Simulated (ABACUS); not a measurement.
# Rb under changes of volume

One of the cells (88.043 Å³/atom); the others are scaled copies at fixed shape and fractional positions:

```xyz
1
Lattice="-2.8025 2.8025 2.8025 2.8025 -2.8025 2.8025 2.8025 2.8025 -2.8025" Properties=species:S:1:pos:R:3 pbc="T T T"
Rb    0.0000    0.0000    0.0000
```

- Program: ABACUS 3.10.1
- Functional: PBE
- Potentials or basis: PseudoDojo NC SR 0.4.1 PBE standard
- Cutoff: 1361 eV
- Density cutoff: 5442 eV
- Basis: TZDP LCAO (the cutoffs set its grid)
- k mesh: 7 × 7 × 7
- Occupations: fermi-dirac, width 0.05 eV
- Spin: no spin polarisation

```tsv
volume (Å³/atom)	energy over the lowest point (meV/atom)	pressure (GPa)
82.761	?	?
84.522	5.18	0.3
86.283	2.75	0.2
88.043	1.12	0.1
89.804	0.23	0.1
91.565	0.00	0.0
93.326	0.40	-0.1
```

Q: What does the run at 82.761 Å³/atom give?

A: Energy over the lowest point 8.49 meV/atom; pressure 0.3 GPa.

Worked out: A Birch-Murnaghan fit of order 3 (a polynomial in V^(-2/3)) to the other rows has its minimum at 91.29 Å³/atom with B0 = V·E''(V) = 3.0 GPa and B' = 3.4. It gives 8.48 meV/atom at 82.761 Å³/atom, against the run's 8.49, and -dE/dV = 0.3 GPa, against 0.3.

Energies are extrapolated to zero smearing.

Caveats: the atomic orbitals were generated for these runs and aren't a published set; the orbitals of K, Rb and Cs are too short, which can make volumes 7 to 10 % small; the basis of atomic orbitals isn't converged, which shifts pressures, moduli and gaps.
